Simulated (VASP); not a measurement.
# Li2O (Fm-3m) in VASP: single point with PBE

Aim: the single point of Li2O with PBE.

All numbers are computed with VASP 6.6.1; they aren't measurements. Logs are shortened: lines on timing, memory, paths and dates and some standing lists are left out, and cuts for length are marked.

### 1 The crystal as given

The structure is cubic, space group Fm-3m (No. 225). Conventional cell: a = 4.654 Å, b = 4.654 Å, c = 4.654 Å, α = 90.00°, β = 90.00°, γ = 90.00°. Around Li (site symmetry -43m) lie 4 O at 2.02 Å. Around O (site symmetry m-3m) lie 8 Li at 2.02 Å.

The cell comes from a database or a generator and needn't be the stable form of this composition.

### 2 Single point, PBE

INCAR reads:

```
SYSTEM = Li2O
PREC = Accurate ; ENCUT = 520
EDIFF = 1E-7 ; ISMEAR = 0
SIGMA = 0.1 ; LREAL = .FALSE.
LASPH = .TRUE. ; NELM = 100
ALGO = Normal ; ISIF = 2
LWAVE = .FALSE. ; LCHARG = .FALSE.
GGA = PE ; NBANDS = 13
```

KPOINTS reads:

```
Automatic mesh
0
G
  6 6 6
  0 0 0
```

POSCAR reads:

```
Li2O
1.0
    0.0000000000      2.3268544700      2.3268544700
    2.3268544700      0.0000000000      2.3268544700
    2.3268544700      2.3268544700      0.0000000000
Li O
2 1
Direct
    0.7500000000      0.7500000000      0.7500000000
    0.2500000000      0.2500000000      0.2500000000
    0.0000000000      0.0000000000      0.0000000000
```

Potentials or basis: VASP PAW PBE potentials, release 64 (Li_sv, O).

On the command line:

```sh
$ cat potpaw_PBE.64/Li_sv/POTCAR potpaw_PBE.64/O/POTCAR > POTCAR
$ mpirun -np 1 vasp_std > vasp.out
```

OUTCAR:

```text
SYSTEM = Li2O
   PREC = Accurate
   ENCUT = 520
   EDIFF = 1E-7
   ISMEAR = 0
   LREAL = .FALSE.
   LASPH = .TRUE.
   NELM = 100
   ISIF = 2
   GGA = PE

 ion  position               nearest neighbor table
   1  0.750  0.750  0.750-   3 2.02   3 2.02   3 2.02   3 2.02   2 2.33   2 2.33   2 2.33   2 2.33
                             2 2.33   2 2.33
   2  0.250  0.250  0.250-   3 2.02   3 2.02   3 2.02   3 2.02   1 2.33   1 2.33   1 2.33   1 2.33
                             1 2.33   1 2.33
   3  0.000  0.000  0.000-   1 2.02   1 2.02   1 2.02   1 2.02   2 2.02   2 2.02   2 2.02   2 2.02

  LATTYP: Found a face centered cubic cell.
 ALAT       =     4.6537089400

  Lattice vectors:

 A1 = (   0.0000000000,   2.3268544700,   2.3268544700)
 A2 = (   2.3268544700,   0.0000000000,   2.3268544700)
 A3 = (   2.3268544700,   2.3268544700,   0.0000000000)

Analysis of symmetry for initial positions (statically):
=====================================================================
 Subroutine PRICEL returns:
 Original cell was already a primitive cell.

 Routine SETGRP: Setting up the symmetry group for a
 face centered cubic supercell.

 Subroutine GETGRP returns: Found 48 space group operations
 (whereof 48 operations were pure point group operations)
 out of a pool of 48 trial point group operations.

The static configuration has the point symmetry O_h .

Analysis of symmetry for dynamics (positions and initial velocities):
=====================================================================
 Subroutine PRICEL returns:
 Original cell was already a primitive cell.

 Routine SETGRP: Setting up the symmetry group for a
 face centered cubic supercell.

 Subroutine GETGRP returns: Found 48 space group operations
 (whereof 48 operations were pure point group operations)
 out of a pool of 48 trial point group operations.

The dynamic configuration has the point symmetry O_h .

 Subroutine INISYM returns: Found 48 space group operations
 (whereof 48 operations are pure point group operations),
 and found     1 'primitive' translations

----------------------------------------------------------------------------------------

                                     Primitive cell

  volume of cell :      25.1964

  direct lattice vectors                    reciprocal lattice vectors
     0.000000000  2.326854470  2.326854470    -0.214882369  0.214882369  0.214882369
     2.326854470  0.000000000  2.326854470     0.214882369 -0.214882369  0.214882369
     2.326854470  2.326854470  0.000000000     0.214882369  0.214882369 -0.214882369

  length of vectors
     3.290669149  3.290669149  3.290669149     0.372187180  0.372187180  0.372187180

  position of ions in fractional coordinates (direct lattice)
     0.750000000  0.750000000  0.750000000
     0.250000000  0.250000000  0.250000000
     0.000000000  0.000000000  0.000000000

  ion indices of the primitive-cell ions
   primitive index   ion index
                 1           1
                 2           2
                 3           3

----------------------------------------------------------------------------------------

 KPOINTS: Automatic mesh

Automatic generation of k-mesh.
 Grid dimensions read from file:
 generate k-points for:    6    6    6

 Generating k-lattice:

  Cartesian coordinates                     Fractional coordinates (reciprocal lattice)
    -0.035813728  0.035813728  0.035813728     0.166666667  0.000000000  0.000000000
     0.035813728 -0.035813728  0.035813728     0.000000000  0.166666667  0.000000000
     0.035813728  0.035813728 -0.035813728     0.000000000  0.000000000  0.166666667

  Length of vectors
     0.062031197  0.062031197  0.062031197

  Shift w.r.t. Gamma in fractional coordinates (k-lattice)
     0.000000000  0.000000000  0.000000000

 Subroutine IBZKPT returns following result:
 ===========================================

 Found     16 irreducible k-points:

 Following reciprocal coordinates:
            Coordinates               Weight
  0.000000  0.000000  0.000000      1.000000
  0.166667  0.000000  0.000000      8.000000
  0.333333  0.000000  0.000000      8.000000
  0.500000  0.000000  0.000000      4.000000
  0.166667  0.166667  0.000000      6.000000
  0.333333  0.166667  0.000000     24.000000
[... 8 lines left out ...]
 -0.333333  0.333333  0.166667     24.000000
 -0.333333  0.500000  0.166667     12.000000
   k-points           NKPTS =     16   k-points in BZ     NKDIM =     16   number of bands    NBANDS=     13
   number of dos      NEDOS =    301   number of ions     NIONS =      3
   total plane-waves  NPLWV =  13824
   dimension x,y,z NGX =    24 NGY =   24 NGZ =   24
   dimension x,y,z NGXF=    48 NGYF=   48 NGZF=   48
   ions per type =               2   1
   NGX,Y,Z   is equivalent  to a cutoff of  12.12, 12.12, 12.12 a.u.
   NGXF,Y,Z  is equivalent  to a cutoff of  24.25, 24.25, 24.25 a.u.
 SYSTEM =  Li2O
   PREC   = accura    normal or accurate (medium, high low for compatibility)
   ISTART =      0    job   : 0-new  1-cont  2-samecut
   ICHARG =      2    charge: 1-file 2-atom 10-const
   ISPIN  =      1    spin polarized calculation?
   LNONCOLLINEAR =      F non collinear calculations
   LSORBIT =      F    spin-orbit coupling
   LASPH  =      T    aspherical Exc in radial PAW
   ENCUT  =  520.0 eV  38.22 Ry    6.18 a.u.   6.12  6.12  6.12*2*pi/ulx,y,z
   NELM   =    100;   NELMIN=  2; NELMDL= -5     # of ELM steps
   EDIFF  = 0.1E-06   stopping-criterion for ELM
   LREAL  =      F    real-space projection
   EDIFFG = 0.1E-05   stopping-criterion for IOM
   NSW    =      0    number of steps for IOM
   IBRION =     -1    ionic relax: 0-MD 1-quasi-New 2-CG
   NFREE  =      0    steps in history (QN), initial steepest desc. (CG)
   ISIF   =      2    stress and relaxation
   ISYM   =      2    0-nonsym 1-usesym 2-fastsym
   POTIM  = 0.5000    time-step for ionic-motion
   TEBEG  =    0.0;   TEEND  =   0.0 temperature during run
   PSTRESS=    0.0 pullay stress
   NELECT =      12.0000    total number of electrons
   NUPDOWN=      -1.0000    fix difference up-down
   EMIN   =  10.00;   EMAX   =-10.00  energy-range for DOS
   EFERMI =   0.00;   METHOD = LEGACY
   ISMEAR =     0;   SIGMA  =   0.10  broadening in eV -4-tet -1-fermi 0-gaus
   EFERMI_NEDOS =   21; number of points for ismear=-14 and -15
   IALGO  =     38    algorithm
   IMIX   =      4    mixing-type and parameters
     AMIX     =   0.40;   BMIX     =  1.00
     AMIX_MAG =   1.60;   BMIX_MAG =  1.00
  volume/ion in A,a.u.               =       8.40        56.68
  Fermi-wavevector in a.u.,A,eV,Ry     =   1.278467  2.415951 22.238405  1.634477
  Thomas-Fermi vector in A             =   2.411008
   LORBIT       =      0    0 simple, 1 ext, 2 COOP (PROOUT), +10 PAW based schemes
   GGA     = PE    functional components
   LHFCALC =     F    Hartree Fock is set to
   AEXX    =    0.0000 exact exchange contribution
   IVDW    =     0    specifies the selected vdW correction
   LEPSILON=     F    determine dielectric tensor
   LRPA    =     F    only Hartree local field effects (RPA)
 non-spin polarized calculation
 Gauss-broadening in eV      SIGMA  =   0.10
  energy-cutoff  :      520.00
  volume of cell :       25.20
 maximum number of plane-waves:       700
   NGX = 13   NGY = 13   NGZ = 13

 number of electron      11.9999976 magnetization

 Free energy of the ion-electron system (eV)
  ---------------------------------------------------
  ext. energy  EPLUGINS =         0.00000000
  ---------------------------------------------------
  free energy    TOTEN  =       -14.34610239 eV

  energy without entropy =      -14.34610239  energy(sigma->0) =      -14.34610239

 E-fermi :   1.8232     XC(G=0):  -9.6593

 val. band max:        1.2263071027   @ k =   0.0000   0.0000   0.0000
 cond. band min:       6.1552422368   @ k =   0.5000   0.5000   0.0000
 fundamental gap:      4.9289351340
 Fermi energy:         1.8232064629

 k-point     1 :       0.0000    0.0000    0.0000
  band No.  band energies     occupation
      1     -41.8126      2.00000
      2     -41.5046      2.00000
      3     -14.1856      2.00000
      4       1.2263      2.00000
      5       1.2263      2.00000
      6       1.2263      2.00000
      7       6.3422      0.00000
      8      13.0306      0.00000
      9      13.0306      0.00000
     10      13.0306      0.00000
     11      19.9876      0.00000
     12      19.9876      0.00000
     13      19.9876      0.00000

 k-point     2 :       0.1667    0.0000    0.0000
  band No.  band energies     occupation
      1     -41.7889      2.00000
      2     -41.5227      2.00000
      3     -14.1348      2.00000
      4       0.4019      2.00000
      5       1.1083      2.00000
      6       1.1083      2.00000
      7       7.0473      0.00000
      8      13.0026      0.00000
      9      13.3575      0.00000
     10      13.3575      0.00000
     11      18.2312      0.00000
     12      18.2312      0.00000
     13      20.8332      0.00000

 k-point     3 :       0.3333    0.0000    0.0000
  band No.  band energies     occupation
      1     -41.7265      2.00000
      2     -41.5733      2.00000
      3     -14.0241      2.00000
      4      -0.9190      2.00000
      5       0.8922      2.00000
      6       0.8922      2.00000
      7       8.6058      0.00000
      8      12.2846      0.00000
      9      13.4082      0.00000
     10      13.4082      0.00000
     11      18.0436      0.00000
     12      18.0436      0.00000
     13      22.6380      0.00000

 k-point     4 :       0.5000    0.0000    0.0000
  band No.  band energies     occupation
      1     -41.6477      2.00000
      2     -41.6467      2.00000
      3     -13.9651      2.00000
      4      -1.4880      2.00000
      5       0.7926      2.00000
      6       0.7926      2.00000
      7      10.2915      0.00000
      8      10.8291      0.00000
      9      13.1598      0.00000
     10      13.1598      0.00000
     11      18.8033      0.00000
     12      18.8033      0.00000
     13      23.6640      0.00000

 k-point     5 :       0.1667    0.1667    0.0000
  band No.  band energies     occupation
      1     -41.7829      2.00000
      2     -41.5268      2.00000
      3     -14.1194      2.00000
      4       0.6036      2.00000
      5       0.8536      2.00000
      6       0.8536      2.00000
      7       7.0519      0.00000
      8      13.2851      0.00000
      9      13.2851      0.00000
     10      13.7769      0.00000
     11      16.0037      0.00000
     12      21.7096      0.00000
     13      21.7096      0.00000
[... 129 lines left out ...]
 k-point    14 :       0.5000    0.3333    0.1667
  band No.  band energies     occupation
      1     -41.6965      2.00000
      2     -41.5949      2.00000
      3     -13.9591      2.00000
      4      -0.7510      2.00000
      5       0.0638      2.00000
      6       0.4814      2.00000
      7       8.1340      0.00000
      8      12.0945      0.00000
      9      14.3492      0.00000
     10      14.9232      0.00000
     11      16.4797      0.00000
     12      20.8375      0.00000
     13      23.1216      0.00000

 k-point    15 :      -0.3333    0.3333    0.1667
  band No.  band energies     occupation
      1     -41.6439      2.00000
      2     -41.6436      2.00000
      3     -13.9212      2.00000
      4      -0.9607      2.00000
      5      -0.0023      2.00000
      6       0.2024      2.00000
      7       8.6657      0.00000
      8      11.4028      0.00000
      9      14.6262      0.00000
     10      14.8074      0.00000
     11      18.6472      0.00000
     12      18.9910      0.00000
     13      23.9563      0.00000

 k-point    16 :      -0.3333    0.5000    0.1667
  band No.  band energies     occupation
      1     -41.6677      2.00000
      2     -41.6176      2.00000
      3     -13.9095      2.00000
      4      -0.4478      2.00000
      5      -0.2910      2.00000
      6      -0.1754      2.00000
      7       7.5855      0.00000
      8      12.3817      0.00000
      9      14.8113      0.00000
     10      15.3675      0.00000
     11      17.8086      0.00000
     12      20.9437      0.00000
     13      22.8789      0.00000

------------------------ aborting loop because EDIFF is reached ----------------------------------------

  FORCE on cell =-STRESS in cart. coord.  units (eV):
  Direction    XX          YY          ZZ          XY          YZ          ZX
  --------------------------------------------------------------------------------------
  -------------------------------------------------------------------------------------
  Total       -0.2222606     -0.2222606     -0.2222606     -0.0000000      0.0000000     -0.0000000
  in kB      -14.1330343    -14.1330343    -14.1330343     -0.0000000      0.0000000     -0.0000000
  external PRESSURE =     -14.1330343 kB  Pullay stress =       0.0000000 kB

 VOLUME and BASIS-vectors are now :
 -----------------------------------------------------------------------------
  energy-cutoff  :      520.00
  volume of cell :       25.20
      direct lattice vectors                 reciprocal lattice vectors
     0.000000000  2.326854470  2.326854470    -0.214882369  0.214882369  0.214882369
     2.326854470  0.000000000  2.326854470     0.214882369 -0.214882369  0.214882369
     2.326854470  2.326854470  0.000000000     0.214882369  0.214882369 -0.214882369

 POSITION                                       TOTAL-FORCE (eV/Angst)
 -----------------------------------------------------------------------------------
      3.49028      3.49028      3.49028         0.000000      0.000000      0.000000
      1.16343      1.16343      1.16343        -0.000000     -0.000000     -0.000000
      0.00000      0.00000      0.00000        -0.000000      0.000000      0.000000
 -----------------------------------------------------------------------------------
    total drift:                               -0.000000      0.000000      0.000000

  FREE ENERGIE OF THE ION-ELECTRON SYSTEM (eV)
  ---------------------------------------------------
  free  energy   TOTEN  =       -14.3461023876 eV

  energy  without entropy=      -14.3461023876  energy(sigma->0) =      -14.34610239
```

It took 5.9 s on 1 thread of Intel Xeon Platinum 8259CL at 2.50GHz (Skylake/Cascade Lake), shared host; peak memory 0.13 GiB.

What came out:

```
Free energy            : -14.3461 eV
Band gap on the k mesh : 4.93 eV, indirect (least direct gap 5.12 eV)
```

Caveat: the cutoff is under 1.25 times the usual one of these potentials, so pressure, stress and relaxed cells hold a basis-set (Pulay) error. PBE gaps usually lie below the measured ones, often by a third to a half.
